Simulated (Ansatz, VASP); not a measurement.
One calculation of Al, two programs

Contents of INCAR:

```
SYSTEM = Al
ALGO = Normal
EDIFF = 1E-7
ENCUT = 520
GGA = PE
ISIF = 2
ISMEAR = -1
LASPH = .True.
LCHARG = .False.
LREAL = .False.
LWAVE = .False.
NBANDS = 8
NELM = 80
PREC = Accurate
SIGMA = 0.05
```

Contents of KPOINTS:

```
k-points
0
Gamma
  10 10 10
  0 0 0
```

Contents of POSCAR:

```
Al
1.0
    2.7231350000      0.0226620000      0.0219930000
    0.0226620000      2.7568820000      0.0478290000
    0.0219930000      0.0478290000      2.6869140000
Al
1
Direct
    0.0101730000     -0.0201310000      0.0035330000
```

input.yaml

```yaml
crystal:
  lattice:
    - [2.723135, 0.022662, 0.021993]
    - [0.022662, 2.756882, 0.047829]
    - [0.021993, 0.047829, 2.686914]
  atoms:
    - { symbol: Al, position: [0.010173, -0.020131, 0.003533] }
hamiltonian:
  xc: pbe
  pseudopotentials: { kind: paw }
kpoints:
  mp_grid: { grid: [10, 10, 10] }
scf:
  occupations: { method: fermi_dirac, width: 0.05 }
output:
  forces: true
  stress: true
  eigenvalues: true
  write_density: true
  write_potential: true
  elf: true
  volumetric_format: npy
```

Change from the starting cell: cell strained at random at fixed volume.

Alike in both runs: task single point; functional PBE; k mesh 10 × 10 × 10; occupations fermi-dirac, width 0.05 eV; no spin polarisation.

|  | VASP | Ansatz |
| --- | --- | --- |
| version | VASP 6.6.1 | Ansatz 0.2.0 |
| potentials or method | VASP PAW PBE potentials, release 64 (Al) | Ansatz PAW |
| plane-wave cutoff (eV) | 520 | 420 |
| valence electrons in the cell | 3 | 3 |

Ansatz gave:

```
gap on the k mesh at the Fermi level (eV)       : none
pressure (GPa)                                  : 0.2
largest component of the traceless stress (GPa) : 0.79
```

Problem. What did VASP give for the same quantities?

Solution. gap on the k mesh at the Fermi level (eV): none; pressure (GPa): 0.2; largest component of the traceless stress (GPa): 0.80.

A gap of «none» marks a metal or a gap that the smearing closes.
